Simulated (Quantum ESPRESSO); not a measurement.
Set up this calculation in Quantum ESPRESSO 7.5, as the native input.

- Task: relaxation of cell and atoms
- Functional: PBEsol
- Potentials or basis: SSSP 1.3 efficiency PBE
- Cutoff: 857 eV
- Density cutoff: 6884 eV
- k mesh: 10 × 10 × 8
- Occupations: fermi-dirac, width 0.05 eV
- Spin: no spin polarisation
- Target pressure: 10 GPa
- Mixing beta: 0.5
- Most SCF iterations: 120
- SCF threshold: 6e-10 Ry
- Most ionic steps: 40
- Forc conv thr: 0.0004 Ry/bohr
- Etot conv thr: 1e-05 Ry
- Ion dynamics: bfgs
- Cell dynamics: bfgs
- Press conv thr: 0.3 kbar

MgB2:

```
Mg B
1.0
     3.08500    0.00000    0.00000
    -1.54250    2.67169    0.00000
     0.00000    0.00000    3.52300
Mg B
1 2
Direct
  0.00000 0.00000 0.00000
  0.66667 0.33333 0.50000
  0.33333 0.66667 0.50000
```

These files were run (other wordings do the same):

pw.in

```
&CONTROL
  calculation = 'vc-relax'
  prefix = 'pwscf'
  outdir = './tmp'
  pseudo_dir = './pseudo'
  tprnfor = .true.
  tstress = .true.
  disk_io = 'low'
  nstep = 40
  forc_conv_thr = 0.0004
  etot_conv_thr = 1d-05
/
&SYSTEM
  ibrav = 0
  nat = 3
  ntyp = 2
  ecutwfc = 63
  ecutrho = 506
  nbnd = 9
  input_dft = 'pbesol'
  occupations = 'smearing'
  smearing = 'fd'
  degauss = 0.00367493
/
&ELECTRONS
  conv_thr = 6d-10
  electron_maxstep = 120
  mixing_beta = 0.5
/
&IONS
  ion_dynamics = 'bfgs'
/
&CELL
  cell_dynamics = 'bfgs'
  press = 100
  press_conv_thr = 0.3
/
ATOMIC_SPECIES
Mg    24.3050 Mg.pbe-n-kjpaw_psl.0.3.0.UPF
B     10.8100 b_pbe_v1.4.uspp.F.UPF
CELL_PARAMETERS angstrom
   3.0850000000    0.0000000000    0.0000000000
  -1.5425000000    2.6716883707    0.0000000000
   0.0000000000    0.0000000000    3.5230000000
ATOMIC_POSITIONS crystal
Mg     0.0000000000    0.0000000000    0.0000000000
B      0.6666666667    0.3333333333    0.5000000000
B      0.3333333333    0.6666666667    0.5000000000
K_POINTS automatic
10 10 8 0 0 0
```

Potentials or basis: SSSP 1.3 efficiency PBE.

Launch:

```bash
$ OMP_NUM_THREADS=1 pw.x -in pw.in > pw.out
```

Results of the run:

```yaml
Relaxed_volume: 8.90 Å³/atom
Relaxed_cell: a = 3.019 Å, b = 3.019 Å, c = 3.381 Å, α = 90.00°, β = 90.00°, γ = 120.00°
Space_group_after_relaxing_to_0.05_Å: P6/mmm (No. 191)
Energy_change_on_relaxing_the_enthalpy_is_what_falls: +13.9 meV/atom
Ionic_steps: 6
Pressure_after_relaxing: 10.0 GPa
Band_gap_on_the_k_mesh: none (metal or under the smearing width)
```

Caveat: the potentials were made for another functional, which shifts forces and pressure.

Run time: 63 s on 1 thread of Intel(R) Xeon(R) CPU @ 2.80GHz (Skylake/Cascade Lake) (shared host), peak memory 0.09 GiB.
